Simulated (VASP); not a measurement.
Sb, 1 atom in the cell. Symmetry: I4/mmm, No. 139, tetragonal system. Conventional cell: a = 3.353 Å, b = 3.353 Å, c = 4.980 Å, α = 90.00°, β = 90.00°, γ = 90.00°. Around Sb (site symmetry 4/mmm) lie 12 Sb at 3.35 to 3.44 Å. This isn't the form of Sb at room conditions, which is rhombohedral. The cell isn't the ideal one: strain +0.000 along x and y, +0.050 along z, atoms carried along.

- Program: VASP 6.6.1
- Task: single point
- Functional: PBE
- Dispersion: D3(BJ)
- Potentials or basis: VASP PAW PBE potentials, release 64 (Sb)
- Cutoff: 520 eV
- k mesh: 18 × 18 × 18
- Occupations: gaussian, width 0.15 eV
- Spin: no spin polarisation
- Dipole correction: no
- Further INCAR settings: ALGO = Normal; EDIFF = 1e-06; NBANDS = 8

Potentials or basis: VASP PAW PBE potentials, release 64 (Sb).

Command:

```console
$ cat potpaw_PBE.64/Sb/POTCAR > POTCAR
$ mpirun -np 1 vasp_std > vasp.out
```

Hardware: 1 thread of Intel(R) Xeon(R) 6975P-C (Granite Rapids) (shared host).

Q: How long does it take, and how much memory?

A: Wall time 40 s on 1 thread of Intel(R) Xeon(R) 6975P-C (Granite Rapids), on a shared host, peak memory 0.25 GiB. Counts: scf iterations 9, k points 480.
